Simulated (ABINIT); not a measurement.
BeS:

```xyz
2
Lattice="0.0000 2.4250 2.4250 2.4250 0.0000 2.4250 2.4250 2.4250 0.0000" Properties=species:S:1:pos:R:3 pbc="T T T"
S     3.6375    3.6375    3.6375
Be    0.0000    0.0000    0.0000
```

Program: ABINIT 10.8.3 (patched build). Alike in all runs: task band structure; no spin polarisation; cell as given; k mesh 9 × 9 × 9; smearing fermi-dirac 0.05 eV.

Problem. Order these runs on this cell by their band gap on the k mesh, lowest first.
A. level TB-mBJ; potentials or basis JTH PAW LDA v2.0; cutoff (eV) 653; fine-grid cutoff 1251.72 eV
B. level r2SCAN; potentials or basis JTH PAW PBE v2.0; cutoff (eV) 653; fine-grid cutoff 1251.72 eV
C. level PBEsol; potentials or basis JTH PAW PBE v2.0; cutoff (eV) 544; fine-grid cutoff 1088.46 eV
D. level PBE; potentials or basis JTH PAW PBE v2.0; cutoff (eV) 544; fine-grid cutoff 1088.46 eV

Solution. C (3.02 eV), D (3.20 eV), B (3.67 eV), A (4.20 eV).

Caveats: the mesh misses the band edges, which the band path finds closer together; the constant c of TB-mBJ comes from the pseudo density here, which moves gaps by up to 0.3 eV between sets of potentials (some runs).
